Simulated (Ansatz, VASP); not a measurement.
# One calculation of ZrH3, two programs

```
CELL_PARAMETERS angstrom
2.96120 0.00000 0.00000
0.00000 2.96120 0.00000
0.00000 0.00000 2.96120
ATOMIC_POSITIONS crystal
Zr 0.00000 0.00000 0.00000
H 0.00000 0.50000 0.50000
H 0.50000 0.00000 0.50000
H 0.50000 0.50000 0.00000
```

The cell comes from a database or a generator and needn't be the stable form of this composition.

Alike in both runs: task single point; functional PBEsol; k mesh 12 × 12 × 12; occupations gaussian, width 0.05 eV; no spin polarisation.

|  | VASP | Ansatz |
| --- | --- | --- |
| version | VASP 6.6.1 | Ansatz 0.2.0 |
| potentials or method | VASP PAW PBE potentials, release 64 (Zr_sv, H) | scalar-relativistic, plane waves, PAW |
| plane-wave cutoff (eV) | 520 | 420 |
| valence electrons in the cell | 15 | 15 |

```csv
,VASP,Ansatz,Ansatz less VASP
gap on the k mesh at the Fermi level (eV),none,none,-
pressure (GPa),22.1,22.1,-0.04
```

A gap of «none» marks a metal or a gap that the smearing closes.

Caveats: so large a pressure means that the cell lies far from this level's equilibrium, or that cutoff or potentials fall short (VASP); the potentials were made for another functional, which shifts forces and pressure (VASP).
